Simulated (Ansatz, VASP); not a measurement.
# Two plane-wave programs on GaP

INCAR

```
SYSTEM = GaP
PREC = Accurate
ENCUT = 520
EDIFF = 1E-7
ISMEAR = 0
SIGMA = 0.05
LREAL = .FALSE.
LASPH = .TRUE.
NELM = 80
ALGO = Normal
ISIF = 2
LWAVE = .FALSE.
LCHARG = .TRUE.
GGA = PS
LELF = .TRUE.
LVHAR = .TRUE.
NBANDS = 16
```

Contents of KPOINTS:

```
regular mesh
0
G
  10 10 10
  0 0 0
```

Contents of POSCAR:

```
GaP
1.0
    0.0000000000      2.8430633312      2.6239624654
    2.6239624654      0.0000000000      2.6239624654
    2.6239624654      2.8430633312      0.0000000000
Ga P
1 1
Direct
    0.0000000000      0.0000000000      0.0000000000
    0.7500000000      0.7500000000      0.7500000000
```

Input for Ansatz:

```yaml
crystal:
  lattice:
    - [0.0, 2.8430633312, 2.6239624654]
    - [2.6239624654, 0.0, 2.6239624654]
    - [2.6239624654, 2.8430633312, 0.0]
  atoms:
    - { symbol: Ga, position: [0.0, 0.0, 0.0] }
    - { symbol: P, position: [0.75, 0.75, 0.75] }
basis:
  ecutwfc: 420
kpoints:
  mp_grid: { grid: [10, 10, 10] }
hamiltonian:
  xc: pbesol
  pseudopotentials: { kind: paw, azcp: { folder: soft_1 } }
scf:
  occupations: { method: gaussian, width: 0.05 }
output:
  forces: true
  stress: true
  eigenvalues: true
```

Alike in both runs: task single point; functional PBEsol; k mesh 10 × 10 × 10; occupations gaussian, width 0.05 eV; no spin polarisation.

```csv
,VASP,Ansatz
version,VASP 6.6.1,Ansatz 0.2.0
potentials or method,"VASP PAW PBE potentials, release 64 (Ga_d, P)","scalar-relativistic, plane waves, PAW"
plane-wave cutoff (eV),520,420
valence electrons in the cell,18,18
```

|  | VASP | Ansatz | Ansatz less VASP |
| --- | --- | --- | --- |
| gap on the k mesh at the Fermi level (eV) | 1.03 | 1.03 | -0.001 |
| least direct gap on the mesh (eV) | 1.79 | 1.79 | -0.008 |
| pressure (GPa) | 2.2 | 2.3 | +0.09 |
| largest component of the traceless stress (GPa) | 4.63 | 4.61 | -0.016 |

With one functional, cell and mesh, what is left measures potentials, basis and numerics. Ansatz warned: «pseudo_functional_mismatch».

Caveats: the PAW data sets were made with another functional, which shifts forces and pressure a little (VASP). A k mesh can miss the band edges.
